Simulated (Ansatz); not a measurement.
Sn in Ansatz: the effect of functional

The system is Sn.

```xyz
2
Lattice="-2.9596 2.9596 1.6099 2.9596 -2.9596 1.6099 2.9596 2.9596 -1.6099" Properties=species:S:1:pos:R:3 pbc="T T T"
Sn    0.0000    0.0000    0.0000
Sn    0.0000    2.9596    0.8049
```

The cell isn't the ideal one: volume scaled by 1.02.

Alike in all runs:

```yaml
Program: Ansatz 0.2.0
Task: single point
Potentials_or_basis: Ansatz PAW
k_mesh: 9 × 9 × 9
Occupations: fermi-dirac, width 0.05 eV
Spin: no spin polarisation
```

Task: One run gave: pressure 0.4 GPa. Which functional did it use?
A. LDA
B. PBE
C. r2SCAN

Result: B.

| functional | cutoff | pressure (GPa) |
| --- | --- | --- |
| LDA | 420 eV (not typed: the program's choice for these potentials) | -3.7 |
| r2SCAN | 500 eV (not typed: the program's choice for these potentials) | -1.1 |
| PBE | 420 eV (not typed: the program's choice for these potentials) | 0.4 |

Caveats: the PAW data sets come from PBE, with cores solved anew for the run's functional, which leaves a small shift of forces and pressure (some runs).
